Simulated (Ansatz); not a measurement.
Formation energy of Mg2Si

Computed with Ansatz (plane waves, PAW, 420 eV cutoff): PBE, scalar-relativistic, no spin polarisation, 10×10×10 k-mesh, Gaussian smearing of 0.05 eV. The datasets are Ansatz's generated set soft_2.

The chain of runs began from a cell as deposited in COD, expanded in volume.

Symmetry: Fm-3m, No. 225, cubic system. Conventional cell: a = 6.365 Å, b = 6.365 Å, c = 6.365 Å, α = 90.00°, β = 90.00°, γ = 90.00°. Mg (site symmetry -43m) is surrounded by 4 Si at 2.76 Å. Si (site symmetry m-3m) is surrounded by 8 Mg at 2.76 Å. (Neighbours are counted to 15 % beyond the shortest distance.)

The elements were computed in their standard states with the same datasets, cutoff and functional. Total energies depend on the potentials used, so only differences within one code and one set of settings carry meaning.

Energy of the relaxed cell (3 atoms, smearing extrapolated to zero): -4483.893 eV. Elements, in eV/atom: Mg -1923.800, Si -635.810.

Task: What is the formation energy?

Result: [-4483.893 − (2 × -1923.800 + 1 × -635.810)] / 3 = -0.16 eV/atom, or -16 kJ per mole of atoms.

The value is for 0 K, without zero-point energy. A negative value shows stability against the elements alone, not against other compounds or structures.
